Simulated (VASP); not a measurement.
# Sb (R-3m) in VASP: electric field gradients with PBEsol

Aim: the electric field gradients of Sb with PBEsol.

Everything below comes from runs of VASP 6.6.1. Logs are shortened: lines on timing, memory, paths and dates and some standing lists are left out, and cuts for length are marked.

### 1 The structure

Symmetry: R-3m, No. 166, trigonal system. The conventional cell has a = 4.308 Å, b = 4.308 Å, c = 11.274 Å, α = 90.00°, β = 90.00°, γ = 120.00°. Sb (site symmetry 3m) is surrounded by 3 Sb at 2.91 Å.

### 2 Electric field gradients, PBEsol

File INCAR:

```
SYSTEM = Sb
PREC = Accurate ; ENCUT = 600
EDIFF = 1E-7 ; ISMEAR = -1
SIGMA = 0.05 ; LREAL = .FALSE.
LASPH = .TRUE. ; NELM = 100
ALGO = Fast ; ISIF = 2
LWAVE = .FALSE. ; LCHARG = .FALSE.
GGA = PS ; LEFG = .TRUE.
```

File KPOINTS:

```
regular mesh
0
G
  9 9 9
  0 0 0
```

File POSCAR:

```
Sb
1.0
    2.1542000000      1.2437279499      3.7580000000
   -2.1542000000      1.2437279499      3.7580000000
    0.0000000000     -2.4874558998      3.7580000000
Sb
2
Direct
    0.2334900000      0.2334900000      0.2334900000
    0.7665100000      0.7665100000      0.7665100000
```

Potentials or basis: VASP PAW PBE potentials, release 64 (Sb).

Run with:

```console
$ cat potpaw_PBE.64/Sb/POTCAR > POTCAR
$ mpirun -np 1 vasp_std > vasp.out
```

OUTCAR:

```text
SYSTEM = Sb
   PREC = Accurate
   ENCUT = 600
   EDIFF = 1E-7
   ISMEAR = -1
   LREAL = .FALSE.
   LASPH = .TRUE.
   NELM = 100
   ISIF = 2
   GGA = PS

 ion  position               nearest neighbor table
   1  0.233  0.233  0.233-   2 2.91   2 2.91   2 2.91   2 3.35   2 3.35   2 3.35
   2  0.767  0.767  0.767-   1 2.91   1 2.91   1 2.91   1 3.35   1 3.35   1 3.35

  LATTYP: Found a trigonal (rhomboedric) cell.
 ALAT       =     4.5066618304
 COS(alpha) =     0.5430253624

  Lattice vectors:

 A1 = (   2.1542000000,   1.2437279499,   3.7580000000)
 A2 = (  -2.1542000000,   1.2437279499,   3.7580000000)
 A3 = (   0.0000000000,  -2.4874558998,   3.7580000000)

Analysis of symmetry for initial positions (statically):
=====================================================================
 Subroutine PRICEL returns:
 Original cell was already a primitive cell.

 Routine SETGRP: Setting up the symmetry group for a
 trigonal (rhombohedral) supercell.

 Subroutine GETGRP returns: Found 12 space group operations
 (whereof 12 operations were pure point group operations)
 out of a pool of 12 trial point group operations.

The static configuration has the point symmetry D_3d.

Analysis of symmetry for dynamics (positions and initial velocities):
=====================================================================
 Subroutine PRICEL returns:
 Original cell was already a primitive cell.

 Routine SETGRP: Setting up the symmetry group for a
 trigonal (rhombohedral) supercell.

 Subroutine GETGRP returns: Found 12 space group operations
 (whereof 12 operations were pure point group operations)
 out of a pool of 12 trial point group operations.

The dynamic configuration has the point symmetry D_3d.

 Subroutine INISYM returns: Found 12 space group operations
 (whereof 12 operations are pure point group operations),
 and found     1 'primitive' translations

----------------------------------------------------------------------------------------

                                     Primitive cell

  volume of cell :      60.4115

  direct lattice vectors                    reciprocal lattice vectors
     2.154200000  1.243727950  3.758000000     0.232104726  0.134005726  0.088699663
    -2.154200000  1.243727950  3.758000000    -0.232104726  0.134005726  0.088699663
     0.000000000 -2.487455900  3.758000000     0.000000000 -0.268011452  0.088699663

  length of vectors
     4.506661830  4.506661830  4.506661830     0.282307932  0.282307932  0.282307932

  position of ions in fractional coordinates (direct lattice)
     0.233490000  0.233490000  0.233490000
     0.766510000  0.766510000  0.766510000

  ion indices of the primitive-cell ions
   primitive index   ion index
                 1           1
                 2           2

----------------------------------------------------------------------------------------

 KPOINTS: regular mesh

Automatic generation of k-mesh.
 Grid dimensions read from file:
 generate k-points for:    9    9    9

 Generating k-lattice:

  Cartesian coordinates                     Fractional coordinates (reciprocal lattice)
     0.025789414  0.014889525  0.009855518     0.111111111  0.000000000  0.000000000
    -0.025789414  0.014889525  0.009855518     0.000000000  0.111111111  0.000000000
     0.000000000 -0.029779050  0.009855518     0.000000000  0.000000000  0.111111111

  Length of vectors
     0.031367548  0.031367548  0.031367548

  Shift w.r.t. Gamma in fractional coordinates (k-lattice)
     0.000000000  0.000000000  0.000000000

 Subroutine IBZKPT returns following result:
 ===========================================

 Found     85 irreducible k-points:

 Following reciprocal coordinates:
            Coordinates               Weight
  0.000000  0.000000  0.000000      1.000000
  0.111111  0.000000 -0.000000      6.000000
  0.222222 -0.000000 -0.000000      6.000000
  0.333333 -0.000000  0.000000      6.000000
  0.444444 -0.000000 -0.000000      6.000000
  0.111111  0.111111 -0.000000      6.000000
[... 16 lines left out ...]
 -0.333333  0.333333  0.000000      6.000000
  0.444444  0.444444 -0.000000      6.000000
 [... further k-points ...]
   k-points           NKPTS =     85   k-points in BZ     NKDIM =     85   number of bands    NBANDS=      9
   number of dos      NEDOS =    301   number of ions     NIONS =      2
   total plane-waves  NPLWV =  46656
   dimension x,y,z NGX =    36 NGY =   36 NGZ =   36
   dimension x,y,z NGXF=    72 NGYF=   72 NGZF=   72
   ions per type =               2
   NGX,Y,Z   is equivalent  to a cutoff of  13.28, 13.28, 13.28 a.u.
   NGXF,Y,Z  is equivalent  to a cutoff of  26.56, 26.56, 26.56 a.u.
 SYSTEM =  Sb
   PREC   = accura    normal or accurate (medium, high low for compatibility)
   ISTART =      0    job   : 0-new  1-cont  2-samecut
   ICHARG =      2    charge: 1-file 2-atom 10-const
   ISPIN  =      1    spin polarized calculation?
   LNONCOLLINEAR =      F non collinear calculations
   LSORBIT =      F    spin-orbit coupling
   LASPH  =      T    aspherical Exc in radial PAW
   ENCUT  =  600.0 eV  44.10 Ry    6.64 a.u.   9.00  9.00  9.00*2*pi/ulx,y,z
   NELM   =    100;   NELMIN=  2; NELMDL= -5     # of ELM steps
   EDIFF  = 0.1E-06   stopping-criterion for ELM
   LREAL  =      F    real-space projection
   EDIFFG = 0.1E-05   stopping-criterion for IOM
   NSW    =      0    number of steps for IOM
   IBRION =     -1    ionic relax: 0-MD 1-quasi-New 2-CG
   NFREE  =      0    steps in history (QN), initial steepest desc. (CG)
   ISIF   =      2    stress and relaxation
   ISYM   =      2    0-nonsym 1-usesym 2-fastsym
   POTIM  = 0.5000    time-step for ionic-motion
   TEBEG  =    0.0;   TEEND  =   0.0 temperature during run
   PSTRESS=    0.0 pullay stress
   NELECT =      10.0000    total number of electrons
   NUPDOWN=      -1.0000    fix difference up-down
   EMIN   =  10.00;   EMAX   =-10.00  energy-range for DOS
   EFERMI =   0.00;   METHOD = LEGACY
   ISMEAR =    -1;   SIGMA  =   0.05  broadening in eV -4-tet -1-fermi 0-gaus
   EFERMI_NEDOS =   21; number of points for ismear=-14 and -15
   IALGO  =     68    algorithm
   IMIX   =      4    mixing-type and parameters
     AMIX     =   0.40;   BMIX     =  1.00
     AMIX_MAG =   1.60;   BMIX_MAG =  1.00
  volume/ion in A,a.u.               =      30.21       203.84
  Fermi-wavevector in a.u.,A,eV,Ry     =   0.898880  1.698637 10.993305  0.807985
  Thomas-Fermi vector in A             =   2.021644
   LORBIT       =      0    0 simple, 1 ext, 2 COOP (PROOUT), +10 PAW based schemes
   GGA     = PS    functional components
   LHFCALC =     F    Hartree Fock is set to
   AEXX    =    0.0000 exact exchange contribution
   IVDW    =     0    specifies the selected vdW correction
   LEPSILON=     F    determine dielectric tensor
   LRPA    =     F    only Hartree local field effects (RPA)
 non-spin polarized calculation
 RMM-DIIS sequential band-by-band and
  energy-cutoff  :      600.00
  volume of cell :       60.41
 maximum number of plane-waves:      2039
   NGX = 17   NGY = 17   NGZ = 17

 number of electron      10.0000000 magnetization

 Free energy of the ion-electron system (eV)
  ---------------------------------------------------
  ext. energy  EPLUGINS =         0.00000000
  ---------------------------------------------------
  free energy    TOTEN  =        -9.11723914 eV

  energy without entropy =       -9.11556314  energy(sigma->0) =       -9.11640114

 E-fermi :   7.1161     XC(G=0):  -9.6640

 val. band max:        7.0615813725   @ k =   0.3333   0.2222   0.2222
 cond. band min:       7.1389183316   @ k =   0.4444  -0.0000  -0.0000
 fundamental gap:      0.0773369592
 Fermi energy:         7.1160954402

 k-point     1 :       0.0000    0.0000    0.0000
  band No.  band energies     occupation
      1      -5.6026      2.00000
      2       2.3273      2.00000
      3       5.0785      2.00000
      4       5.3454      2.00000
      5       5.3454      2.00000
      6       9.1859      0.00000
      7       9.8262      0.00000
      8       9.8262      0.00000
      9      12.2050      0.00000
[... 265 lines left out ...]
 k-point    24 :       0.4444    0.4444   -0.0000
  band No.  band energies     occupation
      1      -3.3811      2.00000
      2      -0.7724      2.00000
      3       1.8549      2.00000
      4       3.4405      2.00000
      5       3.5112      2.00000
      6       8.6363      0.00000
      7      11.9889      0.00000
      8      12.5521      0.00000
      9      13.6004      0.00000

 [... further k-points ...]

------------------------ aborting loop because EDIFF is reached ----------------------------------------

  FORCE on cell =-STRESS in cart. coord.  units (eV):
  Direction    XX          YY          ZZ          XY          YZ          ZX
  --------------------------------------------------------------------------------------
  -------------------------------------------------------------------------------------
  Total        0.1633687      0.1633687     -0.0481470      0.0000000     -0.0000000      0.0000000
  in kB        4.3327138      4.3327138     -1.2769112      0.0000000     -0.0000000      0.0000000
  external PRESSURE =       2.4628388 kB  Pullay stress =       0.0000000 kB

 VOLUME and BASIS-vectors are now :
 -----------------------------------------------------------------------------
  energy-cutoff  :      600.00
  volume of cell :       60.41
      direct lattice vectors                 reciprocal lattice vectors
     2.154200000  1.243727950  3.758000000     0.232104726  0.134005726  0.088699663
    -2.154200000  1.243727950  3.758000000    -0.232104726  0.134005726  0.088699663
     0.000000000 -2.487455900  3.758000000     0.000000000 -0.268011452  0.088699663

 POSITION                                       TOTAL-FORCE (eV/Angst)
 -----------------------------------------------------------------------------------
      0.00000      0.00000      2.63237         0.000000      0.000000      0.177023
      0.00000      0.00000      8.64163         0.000000     -0.000000     -0.177023
 -----------------------------------------------------------------------------------
    total drift:                                0.000000     -0.000000     -0.000000

  FREE ENERGIE OF THE ION-ELECTRON SYSTEM (eV)
  ---------------------------------------------------
  free  energy   TOTEN  =        -9.1172391434 eV

  energy  without entropy=       -9.1155631438  energy(sigma->0) =       -9.11640114

 Electric field gradients (V/A^2)
---------------------------------------------------------------------
 ion       V_xx      V_yy      V_zz      V_xy      V_xz      V_yz
---------------------------------------------------------------------
   1      21.555    21.555   -43.110    -0.000    -0.000    -0.000
   2      21.555    21.555   -43.110    -0.000    -0.000    -0.000
---------------------------------------------------------------------

 Electric field gradients after diagonalization (V/A^2)
 (convention: |V_zz| > |V_xx| > |V_yy|)
----------------------------------------------------------------------
 ion       V_xx      V_yy      V_zz     asymmetry (V_yy - V_xx)/ V_zz
----------------------------------------------------------------------
   1      21.555    21.555   -43.110       0.000
   2      21.555    21.555   -43.110       0.000
----------------------------------------------------------------------

           NMR quadrupolar parameters

 Cq : quadrupolar parameter    Cq=e*Q*V_zz/h
 eta: asymmetry parameters     (V_yy - V_xx)/ V_zz
 Q  : nuclear electric quadrupole moment in mb (millibarn)
----------------------------------------------------------------------
 ion       Cq(MHz)       eta       Q (mb)
----------------------------------------------------------------------
   1      -0.104       0.000       1.000
   2      -0.104       0.000       1.000
----------------------------------------------------------------------
```

It took 47 s on 1 thread of Intel Xeon Platinum 8375C at 2.90GHz (Ice Lake), shared host; peak memory 0.23 GiB.

Results:

```
Free energy            : -9.1172 eV
Pressure               : 0.2 GPa
Largest force          : 0.177 eV/Å
Band gap on the k mesh : 0.08 eV, indirect (least direct gap 0.49 eV)
```

Forces on the atoms (eV/Å):
```
Sb   0.000  0.000  0.177
Sb   0.000  0.000 -0.177
```

Electric field gradients, principal values (V/Å²):
```csv
atom,Vxx,Vyy,Vzz
1 Sb,21.555,21.555,-43.110
2 Sb,21.555,21.555,-43.110
```

Caveat: the PAW data sets were made with another functional, which shifts forces and pressure a little; spin-orbit coupling is left out, which moves the levels of the heavy elements; an odd mesh through Γ misses points on the zone boundary, where band edges often lie.
